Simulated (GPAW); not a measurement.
The system is GaN.

```
Ga N
1.0
     3.18000    0.00000    0.00000
    -1.59000    2.75396    0.00000
     0.00000    0.00000    5.16600
Ga N
2 2
Direct
  0.66667 0.33333 0.50000
  0.33333 0.66667 0.00000
  0.66667 0.33333 0.87500
  0.33333 0.66667 0.37500
```

Base run:

| Property | Result |
| --- | --- |
| Program | GPAW 26.7.0 |
| Functional | TB-mBJ |
| Potentials or basis | GPAW PAW data sets for LDA (gpaw-data 1.2.1) |
| Cutoff | 800 eV |
| Basis | pw |
| k mesh | 7 × 7 × 4 |
| Occupations | fermi-dirac, width 0.05 eV |
| Spin | no spin polarisation |

Its results: band gap on the k mesh 3.50 eV, direct.

Question: The run is repeated on the same cell with these changes: functional from TB-mBJ to PBE; potentials or basis from GPAW PAW data sets for LDA (gpaw-data 1.2.1) to PAW data sets generated in the run's folder for this functional. What comes out?

Answer: Band gap on the k mesh 2.08 eV, direct.

Caveats: a model potential gives levels but no total energy (some runs).
